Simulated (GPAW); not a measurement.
The system is MnS.

```
CELL_PARAMETERS angstrom
0.00000 2.60450 2.60450
2.60450 0.00000 2.60450
2.60450 2.60450 0.00000
ATOMIC_POSITIONS crystal
Mn 0.00000 0.00000 0.00000
S 0.50000 0.50000 0.50000
```

Base run:

* Program: GPAW 26.7.0
* Functional: PBEsol
* Potentials or basis: PAW data sets generated in the run's folder for this functional
* Cutoff: 600 eV
* Basis: pw
* k mesh: 9 × 9 × 9
* Occupations: fermi-dirac, width 0.05 eV
* Spin: collinear spin, ferromagnetic start
* Starting moments: [4.0, 0.0] μB

Its results: pressure -7.2 GPa; net moment 4.66 μB per cell; site moments Mn +4.12; S +0.10 μB.

Q: The run is repeated on the same cell with these changes: functional from PBEsol to LDA; potentials or basis from PAW data sets generated in the run's folder for this functional to the program's PAW data sets (release 1.2.1) made for this functional. What comes out?

A: Pressure -11.7 GPa; net moment 4.53 μB per cell; site moments Mn +4.00; S +0.10 μB.

Caveats: a cell with one magnetic atom can't hold antiferromagnetic order, which such compounds often take.
